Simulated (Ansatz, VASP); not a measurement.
## MgO in VASP and in Ansatz

```
CELL_PARAMETERS angstrom
2.93802 0.00000 0.00000
-1.46901 2.54440 0.00000
0.00000 0.00000 2.67968
ATOMIC_POSITIONS crystal
Mg 0.00000 0.00000 0.00000
O 0.33333 0.66667 0.48601
```

Change from the starting cell: all O atoms moved +0.037 Å, as atom 2 towards its neighbour atom 2 (O) at 2.680 Å.

Alike in both runs: task single point; functional PBEsol; k mesh 9 × 9 × 8; occupations gaussian, width 0.05 eV; no spin polarisation.

|  | VASP | Ansatz |
| --- | --- | --- |
| version | VASP 6.6.1 | Ansatz 0.2.0 |
| potentials or method | VASP PAW PBE potentials, release 64 (Mg, O) | scalar-relativistic, plane waves, PAW |
| plane-wave cutoff (eV) | 520 | 420 |
| valence electrons in the cell | 8 | 16 |

|  | VASP | Ansatz | Ansatz less VASP |
| --- | --- | --- | --- |
| gap on the k mesh at the Fermi level (eV) | 2.92 | 2.92 | +0.002 |
| least direct gap on the mesh (eV) | 3.33 | 3.33 | +0.001 |
| pressure (GPa) | -4.2 | -3.7 | +0.48 |
| largest component of the traceless stress (GPa) | 0.15 | 0.09 | -0.066 |
| rms of the force components (eV/Å) | 0.074 | 0.072 | -0.0012 |

Atom by atom the forces differ by 0.001 eV/Å (rms over components). The two sets of potentials don't hold the same shells in valence.

Caveats: the PAW data sets were made with another functional, which shifts forces and pressure a little (VASP); an odd mesh through Γ misses points on the zone boundary, where band edges often lie.
